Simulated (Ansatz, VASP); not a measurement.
**Os in VASP and in Ansatz**

File INCAR:

```
ALGO = Normal
EDIFF = 1E-6
EDIFFG = -0.02
ENCUT = 680
GGA = PE
IBRION = 2
ISIF = 3
ISMEAR = -1
LASPH = True
LCHARG = False
LREAL = False
LWAVE = False
NELM = 100
NSW = 40
PREC = Accurate
SIGMA = 0.05
```

KPOINTS

```
k-points
0
Gamma
  11 11 6
```

Contents of POSCAR:

```
Os
1.0
    2.7341000000      0.0000000000      0.0000000000
   -1.3670500000      2.3678000565      0.0000000000
    0.0000000000      0.0000000000      4.3197000000
Os
2
Direct
    0.6666666667      0.3333333333      0.7500000000
    0.3333333333      0.6666666667      0.2500000000
```

File input.yaml:

```yaml
crystal:
  lattice:
    - [2.7341, 0.0, 0.0]
    - [-1.36705, 2.3678000565, 0.0]
    - [0.0, 0.0, 4.3197]
  atoms:
    - { symbol: Os, position: [0.6666666667, 0.3333333333, 0.75] }
    - { symbol: Os, position: [0.3333333333, 0.6666666667, 0.25] }
hamiltonian:
  xc: pbe
  pseudopotentials: { kind: paw }
kpoints:
  mp_grid: { grid: [11, 11, 6] }
scf:
  occupations: { method: fermi_dirac, width: 0.05 }
output:
  forces: true
  stress: true
  write_density: true
  write_potential: true
  elf: true
  volumetric_format: npy
relax:
  f_tol: 0.01
  max_steps: 40
  cell: { stress_tol: 0.05 }
```

Alike in both runs: task relaxation of cell and atoms; functional PBE; k mesh 11 × 11 × 6; occupations fermi-dirac, width 0.05 eV; no spin polarisation.

|  | VASP | Ansatz |
| --- | --- | --- |
| version | VASP 6.6.1 | Ansatz 0.2.0 |
| potentials or method | VASP PAW PBE potentials, release 64 (Os_sv_GW) | Ansatz PAW |
| plane-wave cutoff (eV) | 680 | 420 |
| valence electrons in the cell | 32 | 32 |

|  | VASP | Ansatz | Ansatz less VASP |
| --- | --- | --- | --- |
| gap on the k mesh at the Fermi level, each at its own relaxed structure (eV) | none | none | - |
| relaxed volume (Å³/atom) | 14.27 | 14.28 | +0.007 |
| relaxed cell length with the largest relative difference (Å) | 2.753 | 2.754 | +0.0011 |
| energy change over the relaxation (meV/atom) | -8 | -8 | 0.0 |

A gap of «none» marks a metal or a gap that the smearing closes.

Caveats: the plane-wave basis is chosen anew once the cell has moved, so the energies of steps on either side of that aren't comparable (Ansatz). Spin-orbit coupling is left out, which matters for the levels of Os. PBE usually gives volumes a little too large and moduli too small. Zero-point motion and thermal expansion aren't in these numbers.
